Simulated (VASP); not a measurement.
# AlCu (Pm-3m) in VASP: a series of runs

Runs on AlCu. Level: r2SCAN. Tasks: single point.

Everything below comes from runs of VASP 6.6.1. Logs are shortened: lines on timing, memory, paths and dates and some standing lists are left out, and cuts for length are marked.

## (1) The structure

The structure is cubic, space group Pm-3m (No. 221). Conventional cell: a = 2.998 Å, b = 2.998 Å, c = 2.998 Å, α = 90.00°, β = 90.00°, γ = 90.00°. Cu (site symmetry m-3m) has 8 Al at 2.60 Å as nearest neighbours. Around Al (site symmetry m-3m) lie 8 Cu at 2.60 Å.

The cell comes from a database or a generator and needn't be the stable form of this composition.

## (2) Single point, r2SCAN

INCAR reads:

```
PREC = Accurate ; ENCUT = 520
EDIFF = 1E-6 ; ISMEAR = 1
SIGMA = 0.15 ; LREAL = F
LASPH = T ; NELM = 100
ALGO = Normal ; ISIF = 2
LWAVE = F ; LCHARG = F
METAGGA = R2SCAN ; LMIXTAU = T
ADDGRID = F
```

KPOINTS reads:

```
regular mesh
0
Gamma
  4 4 4
```

POSCAR reads:

```
AlCu
1.0
    2.9975090000      0.0000000000      0.0000000000
    0.0000000000      2.9975090000      0.0000000000
    0.0000000000      0.0000000000      2.9975090000
Cu Al
1 1
Direct
    0.5000000000      0.5000000000      0.5000000000
    0.0000000000      0.0000000000      0.0000000000
```

Potentials or basis: VASP PAW PBE potentials, release 64 (Cu, Al).

Command:

```
cat potpaw_PBE.64/Cu/POTCAR potpaw_PBE.64/Al/POTCAR > POTCAR
mpirun -np 1 vasp_std > vasp.out
```

OUTCAR:

```text
PREC = Accurate
   ENCUT = 520
   EDIFF = 1E-6
   ISMEAR = 1
   LREAL = F
   LASPH = T
   NELM = 100
   ISIF = 2
   METAGGA = R2SCAN

 Found     10 irreducible k-points:

 Following reciprocal coordinates:
            Coordinates               Weight
  0.000000  0.000000  0.000000      1.000000
  0.250000  0.000000  0.000000      6.000000
  0.500000  0.000000  0.000000      3.000000
  0.250000  0.250000  0.000000     12.000000
  0.500000  0.250000  0.000000     12.000000
  0.500000  0.500000  0.000000      3.000000
   k-points           NKPTS =     10   k-points in BZ     NKDIM =     10   number of bands    NBANDS=     11
   number of dos      NEDOS =    301   number of ions     NIONS =      2
   total plane-waves  NPLWV =  13824
   dimension x,y,z NGX =    24 NGY =   24 NGZ =   24
   dimension x,y,z NGXF=    48 NGYF=   48 NGZF=   48
   ions per type =               1   1
   NGX,Y,Z   is equivalent  to a cutoff of  13.31, 13.31, 13.31 a.u.
   NGXF,Y,Z  is equivalent  to a cutoff of  26.62, 26.62, 26.62 a.u.
 SYSTEM =  unknown system
   PREC   = accura    normal or accurate (medium, high low for compatibility)
   ISTART =      0    job   : 0-new  1-cont  2-samecut
   ICHARG =      2    charge: 1-file 2-atom 10-const
   ISPIN  =      1    spin polarized calculation?
   LNONCOLLINEAR =      F non collinear calculations
   LSORBIT =      F    spin-orbit coupling
   LASPH  =      T    aspherical Exc in radial PAW
   ENCUT  =  520.0 eV  38.22 Ry    6.18 a.u.   5.57  5.57  5.57*2*pi/ulx,y,z
   NELM   =    100;   NELMIN=  2; NELMDL= -5     # of ELM steps
   EDIFF  = 0.1E-05   stopping-criterion for ELM
   LREAL  =      F    real-space projection
   EDIFFG = 0.1E-04   stopping-criterion for IOM
   NSW    =      0    number of steps for IOM
   IBRION =     -1    ionic relax: 0-MD 1-quasi-New 2-CG
   NFREE  =      0    steps in history (QN), initial steepest desc. (CG)
   ISIF   =      2    stress and relaxation
   ISYM   =      2    0-nonsym 1-usesym 2-fastsym
   POTIM  = 0.5000    time-step for ionic-motion
   TEBEG  =    0.0;   TEEND  =   0.0 temperature during run
   PSTRESS=    0.0 pullay stress
   NELECT =      14.0000    total number of electrons
   NUPDOWN=      -1.0000    fix difference up-down
   EMIN   =  10.00;   EMAX   =-10.00  energy-range for DOS
   EFERMI =   0.00;   METHOD = LEGACY
   ISMEAR =     1;   SIGMA  =   0.15  broadening in eV -4-tet -1-fermi 0-gaus
   EFERMI_NEDOS =   21; number of points for ismear=-14 and -15
   IALGO  =     38    algorithm
   IMIX   =      4    mixing-type and parameters
     AMIX     =   0.40;   BMIX     =  1.00
     AMIX_MAG =   1.60;   BMIX_MAG =  1.00
  volume/ion in A,a.u.               =      13.47        90.88
  Fermi-wavevector in a.u.,A,eV,Ry     =   1.316306  2.487459 23.574307  1.732663
  Thomas-Fermi vector in A             =   2.446428
   LORBIT       =      0    0 simple, 1 ext, 2 COOP (PROOUT), +10 PAW based schemes
   METAGGA = R2SCAN    functional components
   LHFCALC =     F    Hartree Fock is set to
   AEXX    =    0.0000 exact exchange contribution
   IVDW    =     0    specifies the selected vdW correction
   LEPSILON=     F    determine dielectric tensor
   LRPA    =     F    only Hartree local field effects (RPA)
 non-spin polarized calculation
 Methfessel and Paxton  Order N= 1 SIGMA  =   0.15
  energy-cutoff  :      520.00
  volume of cell :       26.93
 maximum number of plane-waves:       743
 NGX is ok and might be reduce to    24
   NGX = 11   NGY = 11   NGZ = 11

 number of electron      14.0000020 magnetization

 Free energy of the ion-electron system (eV)
  ---------------------------------------------------
  ext. energy  EPLUGINS =         0.00000000
  ---------------------------------------------------
  free energy    TOTEN  =       -17.72008684 eV

  energy without entropy =      -17.71867240  energy(sigma->0) =      -17.71961536

 E-fermi :   8.9807     XC(G=0): -12.4316

 val. band max:        8.9495374995   @ k =   0.5000   0.5000   0.0000
 cond. band min:       9.3547096894   @ k =   0.2500   0.2500   0.2500
 fundamental gap:      0.4051721899
 Fermi energy:         8.9807469716

 k-point     1 :       0.0000    0.0000    0.0000
  band No.  band energies     occupation
      1      -3.1029      2.00000
      2       3.8635      2.00000
      3       3.8635      2.00000
      4       4.9465      2.00000
      5       4.9466      2.00000
      6       4.9466      2.00000
      7      13.1161      0.00000
      8      13.1161      0.00000
      9      13.1161      0.00000
     10      15.4714      0.00000
     11      15.4714      0.00000

 k-point     2 :       0.2500    0.0000    0.0000
  band No.  band energies     occupation
      1      -1.9996      2.00000
      2       3.7333      2.00000
      3       4.0021      2.00000
      4       4.7109      2.00000
      5       4.7109      2.00000
      6       4.9734      2.00000
      7       7.8184      2.00000
      8      14.3950      0.00000
      9      14.3950      0.00000
     10      15.8782      0.00000
     11      18.8599      0.00000

 k-point     3 :       0.5000    0.0000    0.0000
  band No.  band energies     occupation
      1       1.0671      2.00000
      2       1.0893      2.00000
      3       4.1450      2.00000
      4       4.4993      2.00000
      5       4.4993      2.00000
      6       5.0005      2.00000
      7       5.6622      2.00000
      8      16.4981      0.00000
      9      17.5108      0.00000
     10      17.5108      0.00000
     11      18.0887      0.00000

 k-point     4 :       0.2500    0.2500    0.0000
  band No.  band energies     occupation
      1      -0.9353      2.00000
      2       3.8464      2.00000
      3       4.0701      2.00000
      4       4.4902      2.00000
      5       4.7289      2.00000
      6       4.7795      2.00000
      7       8.1313      2.00000
      8       9.5891     -0.00000
      9      15.6140      0.00000
     10      16.4730      0.00000
     11      18.8047      0.00000

 k-point     5 :       0.5000    0.2500    0.0000
  band No.  band energies     occupation
      1       1.6942      2.00000
      2       2.1363      2.00000
      3       4.3174      2.00000
      4       4.5534      2.00000
      5       4.5785      2.00000
      6       4.7973      2.00000
      7       5.6535      2.00000
      8      11.9370     -0.00000
      9      12.0543      0.00000
     10      18.7079      0.00000
     11      18.9947      0.00000

 k-point     6 :       0.5000    0.5000    0.0000
  band No.  band energies     occupation
      1       2.4297      2.00000
      2       3.8456      2.00000
      3       4.6082      2.00000
      4       4.6082      2.00000
      5       5.0111      2.00000
      6       5.0111      2.00000
      7       5.2829      2.00000
      8       8.1592      2.00000
      9       8.9495      1.34384
     10      19.9598      0.00000
     11      22.4314      0.00000

 [... further k-points ...]

------------------------ aborting loop because EDIFF is reached ----------------------------------------

  FORCE on cell =-STRESS in cart. coord.  units (eV):
  Direction    XX          YY          ZZ          XY          YZ          ZX
  --------------------------------------------------------------------------------------
  -------------------------------------------------------------------------------------
  Total       -0.7348236     -0.7348236     -0.7348236     -0.0000000      0.0000000      0.0000000
  in kB      -43.7131561    -43.7131561    -43.7131561     -0.0000000      0.0000000      0.0000000
  external PRESSURE =     -43.7131561 kB  Pullay stress =       0.0000000 kB

 VOLUME and BASIS-vectors are now :
 -----------------------------------------------------------------------------
  energy-cutoff  :      520.00
  volume of cell :       26.93
      direct lattice vectors                 reciprocal lattice vectors
     2.997509000  0.000000000  0.000000000     0.333610341  0.000000000  0.000000000
     0.000000000  2.997509000  0.000000000     0.000000000  0.333610341  0.000000000
     0.000000000  0.000000000  2.997509000     0.000000000  0.000000000  0.333610341

 POSITION                                       TOTAL-FORCE (eV/Angst)
 -----------------------------------------------------------------------------------
      1.49875      1.49875      1.49875         0.000000      0.000000      0.000000
      0.00000      0.00000      0.00000         0.000000      0.000000      0.000000
 -----------------------------------------------------------------------------------
    total drift:                                0.000000      0.000000     -0.000000

  FREE ENERGIE OF THE ION-ELECTRON SYSTEM (eV)
  ---------------------------------------------------
  free  energy   TOTEN  =       -17.7200868375 eV

  energy  without entropy=      -17.7186724002  energy(sigma->0) =      -17.71961536
```

Wall time 21 s (1 thread of Intel Xeon Platinum 8488C (Sapphire Rapids), shared host); peak memory 0.13 GiB.

These settings aren't checked as converged: the numbers below hold their error.

What came out:

```yaml
Free_energy: -17.7201 eV
Pressure: -4.4 GPa
Band_gap_on_the_k_mesh: none (metal or under the smearing width)
```

Caveat: the k mesh is coarse (spacing up to 0.52 Å⁻¹), so the values aren't converged; the PAW data sets were made with another functional, which shifts forces and pressure a little.

## (3) Single point, r2SCAN

INCAR, as its differences from that of step 2:

```diff
@@ -1,2 +1,2 @@
-PREC = Accurate ; ENCUT = 520
+PREC = Accurate ; ENCUT = 280
 EDIFF = 1E-6 ; ISMEAR = 1
```

KPOINTS reads:

```
regular mesh
0
Gamma
  6 6 6
```

POSCAR is that of step 2.

Potentials or basis: VASP PAW PBE potentials, release 64 (Cu, Al).

Command:

```
cat potpaw_PBE.64/Cu/POTCAR potpaw_PBE.64/Al/POTCAR > POTCAR
mpirun -np 1 vasp_std > vasp.out
```

Run time: 14 s. Hardware: 1 thread of Intel Xeon Platinum 8488C (Sapphire Rapids), shared host; peak memory 0.11 GiB.

The run converged, but a check on its numbers failed (symmetry, net force, bounds or a known fault of this set-up), so they aren't taken as properties of the crystal.

Caveat: the cutoff lies under the usual one of these potentials, so the numbers hold a large basis-set error; the PAW data sets were made with another functional, which shifts forces and pressure a little.

## (4) Single point, r2SCAN

INCAR, as its differences from that of step 3:

```diff
@@ -1,2 +1,2 @@
-PREC = Accurate ; ENCUT = 280
+PREC = Accurate ; ENCUT = 650
 EDIFF = 1E-6 ; ISMEAR = 1
```

KPOINTS reads:

```
regular mesh
0
Gamma
  4 4 4
```

POSCAR is that of step 3.

Command:

```
cat potpaw_PBE.64/Cu/POTCAR potpaw_PBE.64/Al/POTCAR > POTCAR
mpirun -np 1 vasp_std > vasp.out
```

It took 24 s on 1 thread of Intel Xeon Platinum 8488C (Sapphire Rapids), shared host; peak memory 0.16 GiB.

These settings aren't checked as converged: the numbers below hold their error.

What came out:

| Item | Value |
| --- | --- |
| Free energy | -17.7201 eV |
| Pressure | -4.4 GPa |
| Band gap on the k mesh | none (metal or under the smearing width) |

Caveat: the k mesh is coarse (spacing up to 0.52 Å⁻¹), so the values aren't converged; the PAW data sets were made with another functional, which shifts forces and pressure a little.

## (5) Single point, r2SCAN

INCAR, as its differences from that of step 4:

```diff
@@ -1,2 +1,2 @@
-PREC = Accurate ; ENCUT = 650
+PREC = Accurate ; ENCUT = 340
 EDIFF = 1E-6 ; ISMEAR = 1
```

KPOINTS reads:

```
regular mesh
0
Gamma
  6 6 6
```

POSCAR is that of step 4.

Command:

```
cat potpaw_PBE.64/Cu/POTCAR potpaw_PBE.64/Al/POTCAR > POTCAR
mpirun -np 1 vasp_std > vasp.out
```

Run time: 20 s. Hardware: 1 thread of Intel Xeon Platinum 8488C (Sapphire Rapids), shared host; peak memory 0.11 GiB.

These settings aren't checked as converged: the numbers below hold their error.

Results:

```
Free energy            : -17.8838 eV
Pressure               : -4.9 GPa
Band gap on the k mesh : none (metal or under the smearing width)
```

Caveat: the cutoff is under 1.25 times the usual one of these potentials, so pressure, stress and relaxed cells hold a basis-set (Pulay) error; the PAW data sets were made with another functional, which shifts forces and pressure a little.
